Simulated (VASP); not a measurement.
# Ti (P6/mmm) in VASP: further runs

The runs below take Ti through single point, with PBE.

Everything below comes from runs of VASP 6.6.1. Logs are shortened: lines on timing, memory, paths and dates and some standing lists are left out, and cuts for length are marked.

**1. Starting point**

The structure is hexagonal, space group P6/mmm (No. 191). The conventional cell has a = 4.567 Å, b = 4.567 Å, c = 2.826 Å, α = 90.00°, β = 90.00°, γ = 120.00°. Around Ti (site symmetry -6m2) lie 11 Ti at 2.64 to 2.99 Å. Ti (site symmetry 6/mmm) has 14 Ti at 2.83 to 2.99 Å as nearest neighbours.

This isn't the form of Ti at room conditions, which is hcp.

**2. Single point, PBE**

Input file INCAR:

```
SYSTEM = Ti
PREC     = Accurate       ! precision mode
ENCUT    = 350            ! plane-wave cutoff, eV
EDIFF    = 1E-6           ! SCF threshold, eV
ISMEAR   = 0              ! smearing method
SIGMA    = 0.15           ! smearing width, eV
LREAL    = .False.        ! projectors in reciprocal space
LASPH    = .True.         ! aspherical terms in the spheres
NELM     = 100            ! most SCF steps
ALGO     = Normal         ! electronic algorithm
ISIF     = 2              ! what is computed and relaxed
LWAVE    = .False.        ! write WAVECAR
LCHARG   = .False.        ! write CHGCAR
GGA      = PE             ! functional
NBANDS   = 13             ! bands
ADDGRID  = .False.
```

Input file KPOINTS:

```
Automatic mesh
0
Gamma
  4 4 5
  0 0 0
```

Input file POSCAR:

```
Ti
1.0
    4.5673748306      0.0000000000      0.0000000000
   -2.2836874153      3.9554626319      0.0000000000
    0.0000000000      0.0000000000      2.8262442700
Ti
3
Direct
    0.6535550000      0.3369470000      0.4982190000
    0.3492570000      0.6782810000      0.5288300000
    0.0014220000     -0.0021490000     -0.0037100000
```

Potentials or basis: VASP PAW PBE potentials, release 64 (Ti).

Started as:

```
cat potpaw_PBE.64/Ti/POTCAR > POTCAR
mpirun -np 1 vasp_std > vasp.out
```

OUTCAR:

```text
SYSTEM = Ti
   PREC = Accurate
   ENCUT = 350
   EDIFF = 1E-6
   ISMEAR = 0
   LREAL = .False.
   LASPH = .True.
   NELM = 100
   ISIF = 2
   GGA = PE

 Found     42 irreducible k-points:

 Following reciprocal coordinates:
            Coordinates               Weight
  0.000000  0.000000  0.000000      1.000000
  0.250000  0.000000  0.000000      2.000000
  0.000000  0.250000  0.000000      2.000000
 -0.250000  0.250000  0.000000      2.000000
  0.500000  0.000000  0.000000      1.000000
  0.000000  0.500000  0.000000      1.000000
   k-points           NKPTS =     42   k-points in BZ     NKDIM =     42   number of bands    NBANDS=     13
   number of dos      NEDOS =    301   number of ions     NIONS =      3
   total plane-waves  NPLWV =  14112
   dimension x,y,z NGX =    28 NGY =   28 NGZ =   18
   dimension x,y,z NGXF=    56 NGYF=   56 NGZF=   36
   ions per type =               3
   NGX,Y,Z   is equivalent  to a cutoff of  10.19, 10.19, 10.59 a.u.
   NGXF,Y,Z  is equivalent  to a cutoff of  20.38, 20.38, 21.18 a.u.
 SYSTEM =  Ti
   PREC   = accura    normal or accurate (medium, high low for compatibility)
   ISTART =      0    job   : 0-new  1-cont  2-samecut
   ICHARG =      2    charge: 1-file 2-atom 10-const
   ISPIN  =      1    spin polarized calculation?
   LNONCOLLINEAR =      F non collinear calculations
   LSORBIT =      F    spin-orbit coupling
   LASPH  =      T    aspherical Exc in radial PAW
   ENCUT  =  350.0 eV  25.72 Ry    5.07 a.u.   6.97  6.97  4.31*2*pi/ulx,y,z
   NELM   =    100;   NELMIN=  2; NELMDL= -5     # of ELM steps
   EDIFF  = 0.1E-05   stopping-criterion for ELM
   LREAL  =      F    real-space projection
   EDIFFG = 0.1E-04   stopping-criterion for IOM
   NSW    =      0    number of steps for IOM
   IBRION =     -1    ionic relax: 0-MD 1-quasi-New 2-CG
   NFREE  =      0    steps in history (QN), initial steepest desc. (CG)
   ISIF   =      2    stress and relaxation
   ISYM   =      2    0-nonsym 1-usesym 2-fastsym
   POTIM  = 0.5000    time-step for ionic-motion
   TEBEG  =    0.0;   TEEND  =   0.0 temperature during run
   PSTRESS=    0.0 pullay stress
   NELECT =      12.0000    total number of electrons
   NUPDOWN=      -1.0000    fix difference up-down
   EMIN   =  10.00;   EMAX   =-10.00  energy-range for DOS
   EFERMI =   0.00;   METHOD = LEGACY
   ISMEAR =     0;   SIGMA  =   0.15  broadening in eV -4-tet -1-fermi 0-gaus
   EFERMI_NEDOS =   21; number of points for ismear=-14 and -15
   IALGO  =     38    algorithm
   IMIX   =      4    mixing-type and parameters
     AMIX     =   0.40;   BMIX     =  1.00
     AMIX_MAG =   1.60;   BMIX_MAG =  1.00
  volume/ion in A,a.u.               =      17.02       114.85
  Fermi-wavevector in a.u.,A,eV,Ry     =   1.010285  1.909162 13.887145  1.020676
  Thomas-Fermi vector in A             =   2.143265
   LORBIT       =      0    0 simple, 1 ext, 2 COOP (PROOUT), +10 PAW based schemes
   GGA     = PE    functional components
   LHFCALC =     F    Hartree Fock is set to
   AEXX    =    0.0000 exact exchange contribution
   IVDW    =     0    specifies the selected vdW correction
   LEPSILON=     F    determine dielectric tensor
   LRPA    =     F    only Hartree local field effects (RPA)
 non-spin polarized calculation
 Gauss-broadening in eV      SIGMA  =   0.15
  energy-cutoff  :      350.00
  volume of cell :       51.06
 maximum number of plane-waves:       766
   NGX = 13   NGY = 13   NGZ =  9

 number of electron      12.0000001 magnetization

 Free energy of the ion-electron system (eV)
  ---------------------------------------------------
  ext. energy  EPLUGINS =         0.00000000
  ---------------------------------------------------
  free energy    TOTEN  =       -23.33337921 eV

  energy without entropy =      -23.30424176  energy(sigma->0) =      -23.31881048

 E-fermi :   3.0519     XC(G=0): -11.1486

 val. band max:        3.0444046307   @ k =   0.0000   0.0000   0.0000
 cond. band min:       3.0614620810   @ k =   0.5000   0.0000   0.2000
 fundamental gap:      0.0170574502
 Fermi energy:         3.0519340406

 k-point     1 :       0.0000    0.0000    0.0000
  band No.  band energies     occupation
      1      -2.9627      2.00000
      2       1.1245      2.00000
      3       2.3046      2.00000
      4       2.3917      2.00000
      5       2.4125      2.00000
      6       2.5036      2.00000
      7       3.0444      1.05659
      8       3.6999      0.00000
      9       4.3067      0.00000
     10       4.3320      0.00000
     11       4.7198      0.00000
     12       4.8505      0.00000
     13       4.9681      0.00000

 k-point     2 :       0.2500    0.0000    0.0000
  band No.  band energies     occupation
      1      -2.2578      2.00000
      2       0.9513      2.00000
      3       1.2908      2.00000
      4       2.1770      2.00000
      5       2.2952      2.00000
      6       3.2234      0.10594
      7       3.2834      0.02911
      8       3.6865      0.00000
      9       3.8748      0.00000
     10       4.2968      0.00000
     11       4.5228      0.00000
     12       4.8253      0.00000
     13       5.6014      0.00000

 k-point     3 :       0.0000    0.2500    0.0000
  band No.  band energies     occupation
      1      -2.2590      2.00000
      2       0.8997      2.00000
      3       1.3608      2.00000
      4       2.0400      2.00000
      5       2.2409      2.00000
      6       3.1727      0.25489
      7       3.3680      0.00288
      8       3.7200      0.00000
      9       3.9196      0.00000
     10       4.2759      0.00000
     11       4.5786      0.00000
     12       4.8540      0.00000
     13       5.5753      0.00000

 k-point     4 :      -0.2500    0.2500    0.0000
  band No.  band energies     occupation
      1      -2.2600      2.00000
      2       0.8905      2.00000
      3       1.3900      2.00000
      4       2.0116      2.00000
      5       2.1952      2.00000
      6       3.1902      0.19253
      7       3.3429      0.00608
      8       3.7537      0.00000
      9       3.9553      0.00000
     10       4.2851      0.00000
     11       4.5569      0.00000
     12       4.8323      0.00000
     13       5.6104      0.00000

 k-point     5 :       0.5000    0.0000    0.0000
  band No.  band energies     occupation
      1      -0.5058      2.00000
      2      -0.4793      2.00000
      3       0.5125      2.00000
      4       2.6099      1.99997
      5       2.7886      1.98696
      6       2.9105      1.81770
      7       2.9521      1.65335
      8       3.4866      0.00004
      9       4.0775      0.00000
     10       4.1618      0.00000
     11       4.8939      0.00000
     12       5.1628      0.00000
     13       5.7777      0.00000

 k-point     6 :       0.0000    0.5000    0.0000
  band No.  band energies     occupation
      1      -0.5662      2.00000
      2      -0.4244      2.00000
      3       0.4490      2.00000
      4       2.5318      2.00000
      5       2.6047      1.99998
      6       2.7409      1.99664
      7       3.1834      0.21509
      8       3.6140      0.00000
      9       4.0813      0.00000
     10       4.1751      0.00000
     11       4.9757      0.00000
     12       5.0810      0.00000
     13       5.6154      0.00000

 [... further k-points ...]
[... 5 lines left out ...]
  --------------------------------------------------------------------------------------
  -------------------------------------------------------------------------------------
  Total       -0.3193864     -0.4964174     -0.2982870      0.1014337      0.0331083      0.0036942
  in kB      -10.0219774    -15.5770057     -9.3599026      3.1828711      1.0388999      0.1159182
  external PRESSURE =     -11.6529619 kB  Pullay stress =       0.0000000 kB

 VOLUME and BASIS-vectors are now :
 -----------------------------------------------------------------------------
  energy-cutoff  :      350.00
  volume of cell :       51.06
      direct lattice vectors                 reciprocal lattice vectors
     4.567374831  0.000000000  0.000000000     0.218944150  0.126407464  0.000000000
    -2.283687415  3.955462632  0.000000000     0.000000000  0.252814928  0.000000000
     0.000000000  0.000000000  2.826244270     0.000000000  0.000000000  0.353826458

 POSITION                                       TOTAL-FORCE (eV/Angst)
 -----------------------------------------------------------------------------------
      2.21555      1.33278      1.40809         0.312756     -0.038002      0.018674
      0.04621      2.68292      1.49460        -0.272351     -0.056459     -0.267385
     -2.27228      3.94696      2.81576        -0.040405      0.094461      0.248711
 -----------------------------------------------------------------------------------
    total drift:                               -0.000062     -0.000040      0.000010

  FREE ENERGIE OF THE ION-ELECTRON SYSTEM (eV)
  ---------------------------------------------------
  free  energy   TOTEN  =       -23.3333792061 eV

  energy  without entropy=      -23.3042417581  energy(sigma->0) =      -23.31881048
```

It took 14 s on 1 thread of Intel Xeon Platinum 8488C (Sapphire Rapids), shared host; peak memory 0.14 GiB.

The run converged, but some of its settings lie outside the range that counts as converged, so its numbers aren't taken as properties of the crystal.

Results:

| Property | Result |
| --- | --- |
| Free energy | -23.3334 eV |
| Pressure | -1.2 GPa |
| Largest force | 0.386 eV/Å |
| Band gap on the k mesh | none (metal or under the smearing width) |

Caveat: the k mesh is coarse (spacing up to 0.44 Å⁻¹), so the values aren't converged.

**3. Single point, PBE**

INCAR: that of step 2 with these lines changed.

```diff
@@ -2,3 +2,3 @@
 PREC     = Accurate       ! precision mode
-ENCUT    = 350            ! plane-wave cutoff, eV
+ENCUT    = 400            ! plane-wave cutoff, eV
 EDIFF    = 1E-6           ! SCF threshold, eV
```

KPOINTS is that of step 2.

Input file POSCAR:

```
Ti
1.0
    4.5673748306      0.0000000000      0.0000000000
   -2.2836874153      3.9554626319      0.0000000000
    0.0000000000      0.0000000000      2.8262442700
Ti
3
Direct
    0.6666666667      0.3333333333      0.5000000000
    0.3333333333      0.6666666667      0.5000000000
    0.0000000000      0.0000000000      0.0000000000
```

Potentials or basis: VASP PAW PBE potentials, release 64 (Ti).

Started as:

```
cat potpaw_PBE.64/Ti/POTCAR > POTCAR
mpirun -np 1 vasp_std > vasp.out
```

It took 11 s on 1 thread of Intel Xeon Platinum 8488C (Sapphire Rapids), shared host; peak memory 0.14 GiB.

These settings aren't checked as converged: the numbers below hold their error.

What came out:

| Item | Value |
| --- | --- |
| Free energy | -23.3647 eV |
| Pressure | -1.4 GPa |
| Band gap on the k mesh | none (metal or under the smearing width) |

Caveat: the k mesh is coarse (spacing up to 0.44 Å⁻¹), so the values aren't converged.

**4. Single point, PBE**

INCAR is that of step 3.

KPOINTS is that of step 3.

Input file POSCAR:

```
Ti
1.0
    4.5673748306      0.0000000000      0.0000000000
   -2.2836874153      3.9554626319      0.0000000000
    0.0000000000      0.0000000000      2.8262442700
Ti
3
Direct
    0.6535550000      0.3369470000      0.4982190000
    0.3492570000      0.6782810000      0.5288300000
    0.0014220000     -0.0021490000     -0.0037100000
```

Started as:

```
cat potpaw_PBE.64/Ti/POTCAR > POTCAR
mpirun -np 1 vasp_std > vasp.out
```

It took 26 s on 1 thread of Intel Xeon Platinum 8488C (Sapphire Rapids), shared host; peak memory 0.15 GiB.

The run converged, but some of its settings lie outside the range that counts as converged, so its numbers aren't taken as properties of the crystal.

What came out:

- Free energy: -23.3332 eV
- Pressure: -1.2 GPa
- Largest force: 0.386 eV/Å
- Band gap on the k mesh: none (metal or under the smearing width)

Caveat: the k mesh is coarse (spacing up to 0.44 Å⁻¹), so the values aren't converged.
